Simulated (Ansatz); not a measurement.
Set up this calculation in Ansatz 0.2.0, as the native input.

```yaml
Task: single point
Functional: PBEsol
Potentials_or_basis: Ansatz PAW
Cutoff: "420 eV (not typed: the program's choice for these potentials)"
k_mesh: 10 × 10 × 10
Occupations: fermi-dirac, width 0.05 eV
Spin: no spin polarisation
```

Sn:

```xyz
1
Lattice="-1.9692 2.0562 1.6220 2.0445 -2.0389 1.6929 1.9785 2.0482 -1.6008" Properties=species:S:1:pos:R:3 pbc="T T T"
Sn   -0.0150    0.0132    0.0161
```

The cell isn't the ideal one: cell strained at random at fixed volume.

These files were run (other wordings do the same):

input.yaml

```yaml
crystal:
  lattice:
    - [-1.969227, 2.056227, 1.622007]
    - [2.044546, -2.0389, 1.692864]
    - [1.978548, 2.048221, -1.600837]
  atoms:
    - { symbol: Sn, position: [0.008151, 0.001132, -0.000622] }
hamiltonian:
  xc: pbesol
  pseudopotentials: { kind: paw }
kpoints:
  mp_grid: { grid: [10, 10, 10] }
scf:
  occupations: { method: fermi_dirac, width: 0.05 }
output:
  forces: true
  stress: true
  eigenvalues: true
```

Potentials or basis: Ansatz PAW.

Run with:

```bash
$ ansatz run input.yaml --threads 2 --pin off --max-ram 5632MiB --backend cpu --events-out ev --progress --plain --runs-dir out
```

Results of the run:

The pressure is -1.7 GPa. The band gap on the k mesh is none (metal or under the smearing width).

Caveat: the PAW data sets come from PBE, with cores solved anew for the run's functional, which leaves a small shift of forces and pressure.

Wall time 5.3 s on 2 threads of AMD EPYC 7R43 64-Core Processor (Zen 3), on a shared host, peak memory 0.48 GiB.
